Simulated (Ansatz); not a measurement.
Consider MoS2 (2H monolayer).

The cell holds 3 atoms: 1 Mo and 2 S. Cell: a = 3.154 Å, b = 3.154 Å, c = 29.500 Å, α = 90.0°, β = 90.0°, γ = 120.0°. Vacuum lies along c.

```xyz
3
Lattice="3.1540 0.0000 0.0000 -1.5770 2.7314 0.0000 0.0000 0.0000 29.5000" Properties=species:S:1:pos:R:3
Mo    0.0000    1.8210   14.7500
S     1.5770    0.9105   16.3175
S     1.5770    0.9105   13.1825
```

The structure was relaxed with PBE-D3(BJ). The runs that relaxed it are not among those shown. PAW set soft_2, made with PBE.

Gaps computed with Ansatz 0.2.0 without a self-energy: PBE 1.78 eV, PBE+SOC 1.70 eV and HSE06 2.25 eV.

Q: What gap should G0W0 on PBE give (9×9×1 mesh, 337 empty bands, screening to 70 eV, default PAW files)?

About 2.53 eV: on its mesh the run moves the gap from 1.78 eV by +0.76 eV. Among the scalar-relativistic levels given, HSE06 is nearest (−0.28 eV). Spin-orbit coupling is not in that value; its −0.08 eV at the PBE level would bring it to about 2.46 eV. Bands and cutoff are finite, so the gap is not at the basis limit. The miss can reach some tenths of an eV and take either sign; the mesh is an error of its own. The mesh in the plane is coarse for a sheet; gap and any exciton binding can still move on denser ones. The many-body steps are scalar-relativistic: spin-orbit coupling is not in them.

[Paths, hosts, dates, memory and timing lines, banners, echoed tables and standing remarks are left out of the program output.]

[Logs are printed without paths, hosts, clocks, repeated set-up lines and the standing remarks that a program may print on its own settings, such as how far it seeks lower states.]

[Runs of the session that timed out or met a known fault of the program may be left out.]

[Cells called generated may have been cut or substituted from an entry of the Crystallography Open Database or the Materials Project.]

[Hosts, paths, dates, database ids (printed as entryN), source tags and the programs' standing remarks are cut or masked in the printed files.]
